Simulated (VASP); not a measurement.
# Bi: molecular dynamics with a thermostat

Bi, Im-3m (no. 229), 12 atoms in the cell. PBE, molecular dynamics; PAW potentials Bi (PBE set).

Ensemble: Nose-Hoover chain; Target temperature (K): 600.

## Input

INCAR:
```
GGA = PE
PREC = Normal
ENCUT = 200
EDIFF = 1E-6
NELMIN = 4
NELM = 60
ALGO = Fast
LREAL = Auto
LASPH = True
ISMEAR = -1
SIGMA = 0.05
ISYM = 0
LWAVE = False
LCHARG = False
IBRION = 0
NSW = 60
POTIM = 4.0
TEBEG = 600
ISIF = 2
RANDOM_SEED = 872731 0 0
MDALGO = 4
NHC_NCHAINS = 3
NHC_PERIOD = 30
KPAR = 2
```

KPOINTS:
```
k-points
0
Monkhorst-Pack
  2 2 2
```

POSCAR:
```
Bi
1.0
   -3.9628610636      3.9628610636      3.9628610636
    3.9628610636     -3.9628610636      3.9628610636
    5.9442915954      5.9442915954     -5.9442915954
Bi
12
Direct
    0.0000000000      0.0000000000      0.0000000000
    0.0000000000      0.0000000000      0.3333333333
    0.0000000000      0.0000000000      0.6666666667
    0.0000000000      0.5000000000      0.0000000000
    0.0000000000      0.5000000000      0.3333333333
    0.0000000000      0.5000000000      0.6666666667
    0.5000000000      0.0000000000      0.0000000000
    0.5000000000      0.0000000000      0.3333333333
    0.5000000000      0.0000000000      0.6666666667
    0.5000000000      0.5000000000      0.0000000000
    0.5000000000      0.5000000000      0.3333333333
    0.5000000000      0.5000000000      0.6666666667
```

Commands:
```
cat potpaw_PBE.64/Bi/POTCAR > POTCAR
mpirun -np 2 vasp_std > vasp.out
```

## Result

- Mean temperature (K): 490
- Standard error of the mean temperature (K): 45
- Relative fluctuation of the kinetic energy: 0.195
- Canonical value of that fluctuation: 0.246
- Rise of the mean potential energy above the start (meV/atom): 25.2
- Electronic steps per ionic step after the first: 4.8

Course of the run:

| Time (fs) | Temperature (K) | Potential energy less the first (meV/atom) |
|---|---|---|
| 4 | 600 | 0.0 |
| 24 | 589 | 1.3 |
| 40 | 566 | 4.1 |
| 60 | 519 | 9.9 |
| 76 | 471 | 16.1 |
| 96 | 408 | 24.8 |
| 112 | 370 | 30.9 |
| 132 | 352 | 36.0 |
| 148 | 367 | 37.9 |
| 168 | 417 | 38.3 |
| 184 | 474 | 38.1 |
| 204 | 550 | 37.8 |
| 220 | 608 | 37.2 |
| 240 | 671 | 35.8 |

REPORT:
```
MDALGO =   4
           NHC_NCHAINS =   3
            NHC_PERIOD =    30
            NHC_NRESPA =    1
                NHC_NS =  1
               SCALING =       0
                 CNEXP =     9.000   14.000
           RANDOM_SEED =            872731                0                0

   original number of atomic DOF:         33
   number of independent constraints:      0
   number of active DOF:                  33

========================================
         MD step No.       1
========================================

  Atomic velocities initialized by STEP_tb

  >Nose-Hoover_chains
                       xs       vs(fs^-1)
   nhc_s>   0.11195142E-10   0.11193976E-10
   nhc_s>  -0.13889371E-03  -0.13889853E-03
   nhc_s>  -0.13888889E-03  -0.13886960E-03

  >Energies
                    E_tot             E_pot             E_kin               EPS                ES
   e_b>   -0.44597907E+02   -0.45451028E+02    0.85312125E+00    0.14361312E-04   -0.14362540E-04

  >Temperature
               T_sim     T_inst
   tmprt>    600.000    600.000

           RANDOM_SEED =            872731               72                0

[... steps left out ...]

========================================
         MD step No.      60
========================================

  >Nose-Hoover_chains
                       xs       vs(fs^-1)
   nhc_s>  -0.40629609E+00  -0.15548753E-02
   nhc_s>   0.14582234E+00   0.20386364E-01
   nhc_s>  -0.88584722E+00   0.57466889E-02

  >Energies
                    E_tot             E_pot             E_kin               EPS                ES
   e_b>   -0.44601972E+02   -0.45021768E+02    0.95458610E+00    0.19671186E+00   -0.73150208E+00

  >Temperature
               T_sim     T_inst
   tmprt>    600.000    671.360

           RANDOM_SEED =            872731               72                0
```

OSZICAR:
```
N       E                     dE             d eps       ncg     rms          rms(c)
DAV:   1     0.170342448317E+03    0.17034E+03   -0.11829E+04   296   0.587E+02
DAV:   2    -0.272782119075E+02   -0.19762E+03   -0.19342E+03   363   0.128E+02
DAV:   3    -0.447819035410E+02   -0.17504E+02   -0.17294E+02   384   0.424E+01
DAV:   4    -0.454849075329E+02   -0.70300E+00   -0.70156E+00   448   0.956E+00
DAV:   5    -0.454923717453E+02   -0.74642E-02   -0.74542E-02   374   0.986E-01    0.612E+00
RMM:   6    -0.454637457056E+02    0.28626E-01   -0.21871E-02   296   0.561E-01    0.362E+00
RMM:   7    -0.454483610915E+02    0.15385E-01   -0.72356E-02   299   0.976E-01    0.187E-01
RMM:   8    -0.454507786950E+02   -0.24176E-02   -0.15954E-02   354   0.440E-01    0.143E-01
RMM:   9    -0.454511120425E+02   -0.33335E-03   -0.27027E-03   359   0.170E-01    0.120E-01
RMM:  10    -0.454510400413E+02    0.72001E-04   -0.24034E-04   298   0.592E-02    0.649E-02
RMM:  11    -0.454510184773E+02    0.21564E-04   -0.64114E-05   318   0.269E-02    0.261E-02
RMM:  12    -0.454510334806E+02   -0.15003E-04   -0.28222E-05   333   0.153E-02    0.107E-02
[... left out ...]
     59 T=   660. E= -.44595573E+02 F= -.45017886E+02 E0= -.44990880E+02  EK= 0.94471E+00 SP= -.73E+00 SK= 0.20E+00
[... last step whole ...]
       N       E                     dE             d eps       ncg     rms          rms(c)
DAV:   1    -0.450217180973E+02   -0.38324E-02   -0.76792E-03   456   0.118E+00    0.427E-03
RMM:   2    -0.450217578961E+02   -0.39799E-04   -0.41843E-04   309   0.513E-02    0.173E-03
RMM:   3    -0.450217666781E+02   -0.87820E-05   -0.83784E-05   324   0.229E-02    0.123E-03
RMM:   4    -0.450217677004E+02   -0.10223E-05   -0.11848E-05   245   0.864E-03    0.843E-04
RMM:   5    -0.450217679768E+02   -0.27643E-06   -0.27807E-06   185   0.426E-03
     60 T=   671. E= -.44596168E+02 F= -.45021768E+02 E0= -.44994344E+02  EK= 0.96039E+00 SP= -.73E+00 SK= 0.20E+00
```

Limits: 240 fs of 12 atoms are too short for converged averages.

VASP 6.6.1 took 360 s on 2 cores (Intel Xeon Platinum 8259CL @ 2.50GHz (Skylake/Cascade Lake)), a shared host.
